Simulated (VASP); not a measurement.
# Rh (Fm-3m) in VASP: a series of runs, part 2 of 2

VASP 6.6.1. Earlier steps stand in the parts before.

### Step 3. Density of states, optPBE-vdW (cell strained at random at fixed volume)

The input, POSCAR:

```
Rh
2.7251
    0.000832263036      0.701502697149      0.712665957213
    0.702899343143      0.002566144362      0.710932075887
    0.687764485707      0.684633958387      0.017701001798
Rh
1
Direct
   -0.0348270000     -0.0100080000      0.0329320000
```

The input, INCAR.step1:

```
SYSTEM = Rh
PREC     = Accurate       ! precision mode
ENCUT    = 520            ! plane-wave cutoff, eV
EDIFF    = 1E-7           ! SCF threshold, eV
ISMEAR   = -1             ! smearing method
SIGMA    = 0.05           ! smearing width, eV
LREAL    = .False.        ! projectors in reciprocal space
LASPH    = .False.        ! aspherical terms in the spheres
NELM     = 100            ! most SCF steps
ALGO     = Fast           ! electronic algorithm
ISIF     = 2              ! what is computed and relaxed
LWAVE    = .False.        ! write WAVECAR
LCHARG   = .True.         ! write CHGCAR
LMAXMIX  = 4              ! l up to which the mixer works
GGA      = OR             ! functional
LUSE_VDW = .True.       
AGGAC    = 0.0          
NBANDS   = 20             ! bands
```

The input, KPOINTS.step1:

```
Automatic mesh
0
Gamma
  12 12 12
  0 0 0
```

The input, INCAR.step2:

```
SYSTEM = Rh
PREC     = Accurate       ! precision mode
ENCUT    = 520            ! plane-wave cutoff, eV
EDIFF    = 1E-7           ! SCF threshold, eV
ISMEAR   = -5             ! smearing method
SIGMA    = 0.05           ! smearing width, eV
LREAL    = .False.        ! projectors in reciprocal space
LASPH    = .False.        ! aspherical terms in the spheres
NELM     = 100            ! most SCF steps
ALGO     = Fast           ! electronic algorithm
ISIF     = 2              ! what is computed and relaxed
LWAVE    = .False.        ! write WAVECAR
LCHARG   = .False.        ! write CHGCAR
LMAXMIX  = 4              ! l up to which the mixer works
GGA      = OR             ! functional
LUSE_VDW = .True.       
AGGAC    = 0.0          
LORBIT   = 11             ! projections on sites
NBANDS   = 20             ! bands
NEDOS    = 2001           ! points of the DOS
ICHARG   = 11             ! starting density
```

The input, KPOINTS.step2:

```
Automatic mesh
0
Gamma
  18 18 18
  0 0 0
```

Potentials or basis: VASP PAW PBE potentials, release 64 (Rh_pv).

Launch:

```
$ cat potpaw_PBE.64/Rh_pv/POTCAR > POTCAR
$ cp INCAR.step1 INCAR
$ cp KPOINTS.step1 KPOINTS
$ mpirun -np 1 vasp_std > vasp.out
$ cp INCAR.step2 INCAR
$ cp KPOINTS.step2 KPOINTS
$ mpirun -np 1 vasp_std > vasp.out
```

It took 6.8 min on 1 thread of Intel Xeon Platinum 8488C (Sapphire Rapids), shared host; peak memory 0.8 GiB.

Results (log left out):

```
Valence electrons inside the program's atomic spheres : Rh 13.82
```

Levels at points of the mesh, in eV from the Fermi level:
| k point | band 4 | band 5 | band 6 | band 7 | band 8 | band 9 | band 10 | band 11 |
| --- | --- | --- | --- | --- | --- | --- | --- | --- |
| (0.00, 0.00, 0.00) | -7.88 | -3.32 | -3.19 | -2.78 | -1.07 | -0.89 | 16.18 | 20.45 |
| (0.50, 0.00, 0.00) | -6.11 | -3.46 | -2.82 | 0.43 | 0.66 | 0.77 | 8.53 | 15.81 |
| (0.00, 0.50, 0.00) | -6.11 | -3.45 | -2.85 | 0.41 | 0.69 | 0.82 | 8.61 | 15.77 |
| (0.50, 0.50, 0.00) | -6.31 | -5.94 | 0.52 | 0.97 | 1.05 | 3.23 | 12.15 | 13.22 |
| (0.00, 0.00, 0.50) | -6.11 | -3.33 | -3.14 | 0.63 | 0.71 | 1.28 | 9.28 | 15.40 |
| (0.50, 0.00, 0.50) | -6.31 | -5.96 | 0.50 | 0.97 | 1.08 | 3.57 | 12.60 | 12.89 |
| (0.00, 0.50, 0.50) | -6.31 | -5.95 | 0.51 | 0.94 | 1.10 | 3.47 | 12.47 | 12.88 |
| (0.50, 0.50, 0.50) | -6.11 | -3.32 | -2.96 | 0.37 | 0.69 | 0.75 | 8.51 | 15.84 |

States per cell in windows of 1 eV (zero at the Fermi level; states under -8 eV left out):
```tsv
from (eV)	total	Rh1_d	Rh1_p	Rh1_s
-8.0	0.04	0.00	0.00	0.02
-7.0	0.17	0.05	0.01	0.06
-6.0	1.62	1.09	0.04	0.19
-5.0	1.35	1.04	0.06	0.04
-4.0	1.40	1.14	0.06	0.03
-3.0	1.72	1.42	0.08	0.03
-2.0	1.45	1.24	0.06	0.02
-1.0	1.26	1.14	0.03	0.01
0.0	1.50	1.41	0.02	0.01
1.0	0.23	0.15	0.03	0.02
2.0	0.24	0.12	0.05	0.02
3.0	0.24	0.11	0.06	0.02
4.0	0.23	0.09	0.07	0.02
5.0	0.22	0.08	0.07	0.02
6.0	0.18	0.06	0.06	0.01
7.0	0.13	0.04	0.05	0.01
```

Caveat: the PAW data sets were made with another functional, which shifts forces and pressure a little; tetrahedron occupations give inexact forces and stress in metals.

### Step 4. Equation of state, PBE+U

The input, run.py:

```python
from ase.calculators.vasp import Vasp
from ase.eos import EquationOfState
from ase.io import Trajectory
from ase.spacegroup import crystal
from ase.units import GPa

atoms = crystal(
    ['Rh'],
    basis=[[0.0, 0.0, 0.0]],
    spacegroup=225,
    setting=1,
    cellpar=[3.7957, 3.7957, 3.7957, 90.0, 90.0, 90.0],
    primitive_cell=True,
)
calc = Vasp(
    directory='calc',
    xc='pbe',
    pp='PBE',
    setups='minimal',
    prec='Accurate',
    encut=500,
    ediff=1e-06,
    ismear=1,
    sigma=0.2,
    lreal=False,
    lasph=True,
    nelm=100,
    algo='Normal',
    isif=2,
    lwave=False,
    lcharg=False,
    lmaxmix=4,
    ldautype=2,
    ldauprint=1,
    ldau_luj={'Rh': {'L': 2, 'U': 4.5, 'J': 0}},
    kpts=[12, 12, 12],
    gamma=True,
)
atoms.calc = calc
cell = atoms.cell.copy()
volumes, energies = [], []
traj = Trajectory('eos.traj', 'w')
for x in [0.94, 0.96, 0.98, 1.0, 1.02, 1.04, 1.06]:
    atoms.set_cell(cell * x ** (1 / 3), scale_atoms=True)
    volumes.append(atoms.get_volume())
    energies.append(atoms.get_potential_energy())
    traj.write(atoms)
    print(f'{x:5.2f} {volumes[-1]:12.5f} {energies[-1]:14.6f}')

v0, e0, B = EquationOfState(volumes, energies, eos='vinet').fit()
print(f'V0 = {v0:.4f} A^3, E0 = {e0:.6f} eV, B = {B / GPa:.2f} GPa')
```

Potentials or basis: VASP PAW PBE potentials, release 64 (Rh).

Launch:

```
$ python run.py
```

Run time: 67 s. Hardware: 1 thread of Intel Xeon Platinum 8488C (Sapphire Rapids), shared host; peak memory 0.12 GiB.

It converged, with:

```yaml
Equilibrium_volume: 13.29 Å³/atom
Bulk_modulus: 255 GPa
Pressure_derivative_of_the_bulk_modulus: 5.4
```

Energy against volume, from the lowest point:
```csv
volume (Å³/atom),energy (meV/atom)
12.851,11.80
13.125,1.08
13.398,0.00
13.671,7.51
13.945,22.45
14.218,43.95
14.492,71.18
```

Caveat: the U is typed as a test and isn't derived for this compound.

### Step 5. Equation of state, r2SCAN, 13.22 Å³/atom (a relaxed cell with its volume scaled by 0.96)

The input, INCAR:

```
PREC = Accurate
ENCUT = 520
EDIFF = 1E-6
ISMEAR = -1
SIGMA = 0.05
LREAL = False
LASPH = True
NELM = 100
ALGO = Normal
ISIF = 2
LWAVE = False
LCHARG = False
METAGGA = R2SCAN
LMIXTAU = True
```

The input, KPOINTS:

```
regular mesh
0
Gamma
  10 10 10
```

The input, POSCAR:

```
Rh                                      
1.0
   -0.0000000000      1.8766740966      1.8766740966
    1.8766740966      0.0000000000      1.8766740966
    1.8766740966      1.8766740966     -0.0000000000
  Rh            
     1
Direct
     0.0000000000000000    0.0000000000000000    0.0000000000000000
```

Potentials or basis: VASP PAW PBE potentials, release 64 (Rh_pv).

Launch:

```
$ cat potpaw_PBE.64/Rh_pv/POTCAR > POTCAR
$ mpirun -np 1 vasp_std > vasp.out
```

Run time: 32 s. Hardware: 1 thread of Intel Xeon Platinum 8488C (Sapphire Rapids), shared host; peak memory 0.13 GiB.

It converged, with:

- Free energy: -24.1310 eV
- Pressure: 12.9 GPa
- Band gap on the k mesh: none (metal or under the smearing width)

Caveat: the PAW data sets were made with another functional, which shifts forces and pressure a little.

### Step 6. Equation of state, r2SCAN, 13.49 Å³/atom (a relaxed cell with its volume scaled by 0.98)

INCAR is that of step 5.

KPOINTS is that of step 5.

The input, POSCAR:

```
Rh                                      
1.0
   -0.0000000000      1.8896170856      1.8896170856
    1.8896170856      0.0000000000      1.8896170856
    1.8896170856      1.8896170856     -0.0000000000
  Rh            
     1
Direct
     0.0000000000000000    0.0000000000000000    0.0000000000000000
```

Potentials or basis: VASP PAW PBE potentials, release 64 (Rh_pv).

Launch:

```
$ cat potpaw_PBE.64/Rh_pv/POTCAR > POTCAR
$ mpirun -np 1 vasp_std > vasp.out
```

It took 38 s on 1 thread of Intel Xeon Platinum 8488C (Sapphire Rapids), shared host; peak memory 0.13 GiB.

It converged, with:

```yaml
Free_energy: -24.1474 eV
Pressure: 6.1 GPa
Band_gap_on_the_k_mesh: none (metal or under the smearing width)
```

Caveat: the PAW data sets were made with another functional, which shifts forces and pressure a little.

### Step 7. Equation of state, r2SCAN, 13.77 Å³/atom

INCAR is that of step 6.

KPOINTS is that of step 6.

The input, POSCAR:

```
Rh                                      
1.0
   -0.0000000000      1.9023851559      1.9023851559
    1.9023851559      0.0000000000      1.9023851559
    1.9023851559      1.9023851559     -0.0000000000
  Rh            
     1
Direct
     0.0000000000000000    0.0000000000000000    0.0000000000000000
```

Launch:

```
$ cat potpaw_PBE.64/Rh_pv/POTCAR > POTCAR
$ mpirun -np 1 vasp_std > vasp.out
```

Run time: 30 s. Hardware: 1 thread of Intel Xeon Platinum 8488C (Sapphire Rapids), shared host; peak memory 0.13 GiB.

The run converged. Its results:

- Free energy: -24.1528 eV
- Pressure: 0.1 GPa
- Band gap on the k mesh: none (metal or under the smearing width)

Caveat: the PAW data sets were made with another functional, which shifts forces and pressure a little.

### Step 8. Equation of state, r2SCAN, 14.05 Å³/atom (a relaxed cell with its volume scaled by 1.02)

INCAR is that of step 7.

KPOINTS is that of step 7.

The input, POSCAR:

```
Rh                                      
1.0
   -0.0000000000      1.9149841002      1.9149841002
    1.9149841002      0.0000000000      1.9149841002
    1.9149841002      1.9149841002     -0.0000000000
  Rh            
     1
Direct
     0.0000000000000000    0.0000000000000000    0.0000000000000000
```

Launch:

```
$ cat potpaw_PBE.64/Rh_pv/POTCAR > POTCAR
$ mpirun -np 1 vasp_std > vasp.out
```

Wall time 36 s (1 thread of Intel Xeon Platinum 8488C (Sapphire Rapids), shared host); peak memory 0.13 GiB.

The run converged. Its results:

```
Free energy            : -24.1484 eV
Pressure               : -5.3 GPa
Band gap on the k mesh : none (metal or under the smearing width)
```

Caveat: the PAW data sets were made with another functional, which shifts forces and pressure a little.

### Step 9. Equation of state, r2SCAN, 14.32 Å³/atom (a relaxed cell with its volume scaled by 1.04)

INCAR is that of step 8.

KPOINTS is that of step 8.

The input, POSCAR:

```
Rh                                      
1.0
   -0.0000000000      1.9274194104      1.9274194104
    1.9274194104      0.0000000000      1.9274194104
    1.9274194104      1.9274194104     -0.0000000000
  Rh            
     1
Direct
     0.0000000000000000    0.0000000000000000    0.0000000000000000
```

Potentials or basis: VASP PAW PBE potentials, release 64 (Rh_pv).

Launch:

```
$ cat potpaw_PBE.64/Rh_pv/POTCAR > POTCAR
$ mpirun -np 1 vasp_std > vasp.out
```

It took 30 s on 1 thread of Intel Xeon Platinum 8488C (Sapphire Rapids), shared host; peak memory 0.13 GiB.

It converged, with:

```
Free energy            : -24.1354 eV
Pressure               : -9.9 GPa
Band gap on the k mesh : none (metal or under the smearing width)
```

Caveat: the PAW data sets were made with another functional, which shifts forces and pressure a little.

### Step 10. Equation of state, r2SCAN

This run uses another cell than the first one, of 13.77 Å³/atom, 1.007 times its volume.

This step only gathers the single runs of the series.

Results:

```yaml
Equilibrium_volume: 13.78 Å³/atom
Bulk_modulus: 283 GPa
Pressure_derivative_of_the_bulk_modulus: "5.2 (rough: it moves with the points fitted)"
```

Energy against volume, from the lowest point:
| volume (Å³/atom) | energy (meV/atom) |
| --- | --- |
| 13.219 | 21.77 |
| 13.494 | 5.37 |
| 13.770 | 0.00 |
| 14.045 | 4.39 |
| 14.321 | 17.40 |

Caveat: the PAW data sets were made with another functional, which shifts forces and pressure a little.

### Step 11. The runs side by side

| task | level | potentials or basis | U | cell | k mesh | cutoff (eV) | smearing | k mesh for the DOS | ladder | other keys | V0 of scaled cells (Å³/atom) | B0 (GPa) |
| --- | --- | --- | --- | --- | --- | --- | --- | --- | --- | --- | --- | --- |
| density of states | PBE+TS-HI | VASP PAW PBE potentials, release 64 (Rh_GW) | - | Fm-3m, 13.67 Å³/atom | 12 × 12 × 12 | 550 | tetrahedron 0.05 eV | 18 × 18 × 18 | - | - | - | - |
| density of states | optPBE-vdW | VASP PAW PBE potentials, release 64 (Rh_pv) | - | cell strained at random at fixed volume | 12 × 12 × 12 | 520 | fermi-dirac 0.05 eV | 18 × 18 × 18 | - | LASPH = no; NBANDS = 20 | - | - |
| equation of state | PBE+U | VASP PAW PBE potentials, release 64 (Rh) | Rh d U = 4.5 eV | Fm-3m, 13.67 Å³/atom | 12 × 12 × 12 | 500 | methfessel-paxton 0.2 eV | - | - | - | 13.29 | 255 |
| equation of state | r2SCAN | VASP PAW PBE potentials, release 64 (Rh_pv) | - | Fm-3m, 13.77 Å³/atom | 10 × 10 × 10 | 520 | fermi-dirac 0.05 eV | - | gaps | - | 13.78 | 283 |

Alike in all rows: no spin polarisation.

Caveats: tetrahedron occupations give inexact forces and stress in metals (some runs); the PAW data sets were made with another functional, which shifts forces and pressure a little (some runs); pairwise dispersion overbinds metals, which lowers pressure and volume (some runs); the U is typed as a test and isn't derived for this compound (some runs).

Absolute energies hang on the potentials; compare differences alone.

### Step 12. How close it comes

Step 4. Against the measured bulk modulus of Rh, 264 GPa (quoted in “Thermal equation of state of rhodium characterized by XRD in a resistively heated diamond anvil cell”, 2024, pmc:11535440), the calculated 255 GPa is off by -3.4 %. The fit is for a static lattice scaled at fixed shape and fixed fractional positions.

Step 10. Measured bulk modulus of Rh: 264 GPa (quoted in “Thermal equation of state of rhodium characterized by XRD in a resistively heated diamond anvil cell”, 2024, pmc:11535440). This calculation gives 283 GPa (+7.0 %). The fit is for a static lattice scaled at fixed shape and fixed fractional positions.
